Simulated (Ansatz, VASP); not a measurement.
**Pt: VASP beside Ansatz**

```
Pt
1.0
     0.00000    1.92853    2.01664
     1.92853    0.00000    2.01664
     1.92853    1.92853    0.00000
Pt
1
Cartesian
  0.0000 0.0000 0.0000
```

Change from the starting cell: strain -0.015 along x and y, +0.030 along z, atoms carried along.

Alike in both runs: task single point; functional PBEsol; k mesh 20 × 20 × 20; occupations gaussian, width 0.15 eV; no spin polarisation.

```csv
,VASP,Ansatz
version,VASP 6.6.1,Ansatz 0.2.0
potentials or method,"VASP PAW PBE potentials, release 64 (Pt)","scalar-relativistic, plane waves, PAW"
plane-wave cutoff (eV),520,420
valence electrons in the cell,10,18
```

|  | VASP | Ansatz | Ansatz less VASP |
| --- | --- | --- | --- |
| gap on the k mesh at the Fermi level (eV) | none | none | - |
| pressure (GPa) | 0.6 | 1.1 | +0.42 |
| largest component of the traceless stress (GPa) | 3.66 | 3.68 | +0.015 |

A gap of «none» marks a metal or a gap that the smearing closes. The two sets of potentials don't hold the same shells in valence.

Caveats: the PAW data sets were made with another functional, which shifts forces and pressure a little (VASP). Spin-orbit coupling is left out, which matters for the levels of Pt.
